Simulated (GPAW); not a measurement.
# Si (Fd-3m) in GPAW: notebook, part 2 of 2

GPAW 26.7.0. The steps go on from the part before.

## 6. Relaxation of the atoms, PBE

run.py reads:

```python
from ase.io import read, write
from ase.optimize import BFGS
from gpaw import GPAW, PW

atoms = read('POSCAR')

calc = GPAW(mode=PW(600),
            xc='PBE',
            kpts={'size': (8, 8, 8), 'gamma': True},
            occupations={'name': 'fermi-dirac', 'width': 0.05},
            nbands=11,
            convergence={'density': 1e-05, 'forces': 0.0001},
            maxiter=150,
            txt='gpaw.txt')
atoms.calc = calc
opt = BFGS(atoms, trajectory='relax.traj', logfile='-')
done = opt.run(fmax=0.02, steps=60)
calc.write('gs.gpw')
write('result.traj', atoms)
print('Converged:', done)
print('Cell:', atoms.cell.cellpar().round(4))
print('Volume:', round(atoms.get_volume(), 4))
print(atoms.get_scaled_positions().round(5))
```

POSCAR reads:

```
Si
1.0
    0.0000000000      2.7218511865      2.7218511865
    2.7218511865      0.0000000000      2.7218511865
    2.7218511865      2.7218511865      0.0000000000
Si
2
Direct
    0.5000000000      0.5000000000      0.5000000000
    0.7500000000      0.7500000000      0.7500000000
```

Potentials or basis: GPAW PAW data sets (gpaw-data 1.2.1), pw.

Started as:

```console
OMP_NUM_THREADS=1 python run.py
```

gpaw.txt:

```text
__  _  _
 | _ |_)|_||  |
 |__||  | ||/\| - 26.7.0

Input parameters:
  mode=PW(ecut=600.0),
  convergence={'density': 1e-05, 'forces': 0.0001},
  kpts=MonkhorstPack(size=(8, 8, 8), gamma=True),
  maxiter=150,
  nbands=11,
  occupations=Occupations(name='fermi-dirac', width=0.05),
  xc=XC(name='PBE')

Diagonalizing LCAO Hamiltonian
Converting LCAO to pw mode

           Si

       Si

Atoms  # Å, Bohr magnetons
|   | symbol |        x |        y |        z |    initial magnetic moments |
|---|--------|----------|----------|----------|-----------------------------|
| 0 |     Si | 2.721851 | 2.721851 | 2.721851 | ( 0.0000,  0.0000,  0.0000) |
| 1 |     Si | 4.082777 | 4.082777 | 4.082777 | ( 0.0000,  0.0000,  0.0000) |

Unit cell  # Å
| periodic |        x |        y |        z |  lengths |    angles |
|----------|----------|----------|----------|----------|-----------|
|      yes | 0.000000 | 2.721851 | 2.721851 | 3.849279 | 60.000000 |
|      yes | 2.721851 | 0.000000 | 2.721851 | 3.849279 | 60.000000 |
|      yes | 2.721851 | 2.721851 | 0.000000 | 3.849279 | 60.000000 |

Number of symmetries: 24
Symmetry operations  # r_c * U_cc + t_c -> r_c
|    | kind |            matrix            |
|----|------|------------------------------|
|  0 |  E   |  1, 0, 0,  0, 1, 0,  0, 0, 1 |
|  1 |  σ   |  1, 0, 0,  0, 0, 1,  0, 1, 0 |
|  2 |  σ   |  1, 0,-1,  0, 1,-1,  0, 0,-1 |
|  3 |  C3  |  1, 0,-1,  0, 0,-1,  0, 1,-1 |
|  4 |  C3  |  1,-1, 0,  0,-1, 1,  0,-1, 0 |
|  5 |  σ   |  1,-1, 0,  0,-1, 0,  0,-1, 1 |
|  6 |  σ   |  0, 1, 0,  1, 0, 0,  0, 0, 1 |
|  7 |  C3  |  0, 1, 0,  0, 0, 1,  1, 0, 0 |
|  8 |  C2  |  0, 1,-1,  1, 0,-1,  0, 0,-1 |
[... 121 lines left out ...]
- Maximum integral of absolute [eigenst]ate change: 4e-08 eV^2 / valence electron
maximum number of iterations: 150

SCF iterations
|iter     | |      energy | eigst |  dens |force |
|---------|-|-------------|-------|-------|------|
|iter:   1| |  -10.885282 | -0.08 |       |      |
|iter:   2| |  -10.876150 | -2.53 | -0.81 |      |
|iter:   3| |  -10.792615 | -2.25 | -0.84 |      |
|iter:   4| |  -10.792378 | -3.17 | -1.45 |      |
|iter:   5| |  -10.792504c| -5.06 | -2.34 |      |
|iter:   6| |  -10.792511c| -6.66 | -3.27 |      |
|iter:   7| |  -10.792513c| -7.57c| -3.70 |      |
|iter:   8| |  -10.792513c| -8.29c| -4.88 |      |
|iter:   9| |  -10.792513c| -8.79c| -5.33c|      |
|iter:  10| |  -10.792513c| -9.98c| -6.45c|-16.21c|

Converged in 10 steps
Energy contributions relative to reference atoms: (reference = -15772.688500)

Energy contributions:
  Kinetic:          14.853067
  Coulomb:         -13.098545
  Zero:             -0.024584
  External:          0.000000
  Xc:              -12.522438
  Entropy:          -0.000026
  Spinorbit:         0.000000
  ----------------------------
  Free energy:     -10.792526
  Extrapolated:    -10.792513

dipole moment: (3.535123, 3.535123, 3.535123)  # |e|*Ang

Fermi level: 5.537
Eigenvalues  # (at kpt = [0.000, 0.000, 0.000])
| band index |      eig [eV] | occ [0-2] |
|------------|---------------|-----------|
|          0 |        -6.671 |     2.000 |
|          1 |         5.245 |     1.994 |
|          2 |         5.245 |     1.994 |
|          3 |         5.245 |     1.994 |
|          4 |         7.800 |     0.000 |
|          5 |         7.800 |     0.000 |
|          6 |         7.800 |     0.000 |
|          7 |         8.524 |     0.000 |
|          8 |        12.959 |     0.000 |
|          9 |        12.959 |     0.000 |
|         10 |        13.200 |     0.000 |

Gap: 0.624 eV
Transition (v -> c):
  (s=0, k=0, n=3, [0.00, 0.00, 0.00]) -> (s=0, k=12, n=4, [0.38, 0.38, 0.00])
Direct/indirect transitions are different
Direct gap: 2.555 eV
Transition at: (s=0, k=0, n=3, [0.00, 0.00, 0.00])

Forces  # eV/Ang
|       x |        y |       z |
|---------|----------|---------|
| 0.00000 |  0.00000 | 0.00000 |  # Si   0
| 0.00000 | -0.00000 | 0.00000 |  # Si   1

# Writing to gs.gpw (mode='')
```

stdout:

```text
Step          Energy          fmax
BFGS:    0      -10.792526        0.000000
Converged: True
Cell: [ 3.8493  3.8493  3.8493 60.     60.     60.    ]
Volume: 40.3295
[[0.5  0.5  0.5 ]
 [0.75 0.75 0.75]]
```

Run time: 10 s. Hardware: 1 thread of Arm Neoverse V1, shared host; peak memory 0.14 GiB.

Results:

| Property | Result |
| --- | --- |
| Free energy | -10.7925 eV |
| Band gap on the k mesh | 0.62 eV, indirect (least direct gap 2.56 eV) |

Final structure:
```
CELL_PARAMETERS angstrom
0.00000 2.72185 2.72185
2.72185 0.00000 2.72185
2.72185 2.72185 0.00000
ATOMIC_POSITIONS crystal
Si 0.50000 0.50000 0.50000
Si 0.75000 0.75000 0.75000
```

Caveat: the density grid can change from cell to cell, which puts small steps into energies and stress; the relaxation stopped at its first step, so nothing moved; later steps reuse the first step's grids.

## 7. Summary

| task | level | potentials or basis | cell | eigensolver | gap on the mesh (eV) | pressure (GPa) | relaxed volume (Å³/atom) |
| --- | --- | --- | --- | --- | --- | --- | --- |
| relaxation of cell and atoms | RPBE | the program's PAW data sets (release 1.2.1) made for this functional, pw | relaxed | - | 0.74 | 0.1 | 20.86 |
| relaxation of cell and atoms | revPBE | the program's PAW data sets (release 1.2.1) made for this functional, pw | relaxed | - | 0.72 | 0.1 | 20.77 |
| relaxation of cell and atoms | BLYP | PAW data sets generated in the run's folder for this functional, pw | relaxed | davidson | 0.91 | 0.0 | 21.19 |
| relaxation of cell and atoms | r2SCAN | GPAW PAW data sets (gpaw-data 1.2.1), pw | relaxed | - | 0.82 | 0.0 | 20.23 |
| relaxation of the atoms | PBE | GPAW PAW data sets (gpaw-data 1.2.1), pw | atoms relaxed | - | 0.62 | - | - |

Alike in all rows: no spin polarisation; k mesh 8 × 8 × 8; cutoff (eV) 600; smearing fermi-dirac 0.05 eV.

Caveats: later steps reuse the first step's grids; the PAW data sets were made with another functional, which shifts forces and pressure a little (some runs); the density grid can change from cell to cell, which puts small steps into energies and stress (some runs); the relaxation stopped at its first step, so nothing moved (some runs).

Total energies depend on the potentials used, so only differences within one code and one set of settings carry meaning.
